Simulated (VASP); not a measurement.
Write the native input for VASP 6.6.1 that does the following.

- Task: single point
- Functional: PBE
- Potentials or basis: VASP PAW PBE potentials, release 64 (W_sv)
- Cutoff: 520 eV
- k mesh: 13 × 8 × 52
- Occupations: methfessel-paxton, width 0.1 eV
- Spin: no spin polarisation
- Further INCAR settings: ALGO = Fast; EDIFF = 1e-06; NBANDS = 13

The structure of W lies in POSCAR:

```
W
1.0
    3.1846120000      0.0000000000      0.0000000000
   -1.5923060000      5.0353136900      0.0000000000
    1.5923060000     -2.0141254800      1.0070627400
W
1
Direct
    0.0000000000      0.0000000000      0.0000000000
```

These files were run (other wordings do the same):

INCAR

```
SYSTEM = W
ALGO = Fast
EDIFF = 1E-6
ENCUT = 520
GGA = PE
ICORELEVEL = 1
ISIF = 2
ISMEAR = 1
LASPH = .TRUE.
LCHARG = .FALSE.
LREAL = .FALSE.
LWAVE = .FALSE.
NBANDS = 13
NELM = 80
PREC = Accurate
SIGMA = 0.1
```

KPOINTS

```
k-points
0
G
  13 8 52
  0 0 0
```

Potentials or basis: VASP PAW PBE potentials, release 64 (W_sv).

Launch:

```bash
$ cat potpaw_PBE.64/W_sv/POTCAR > POTCAR
$ mpirun -np 1 vasp_std > vasp.out
```

It gave:

```
Pressure               : 0.2 GPa
Band gap on the k mesh : none (metal or under the smearing width)
```

Wall time 7.9 min on 1 thread of Intel(R) Xeon(R) Platinum 8488C (Sapphire Rapids), on a shared host, peak memory 0.56 GiB.
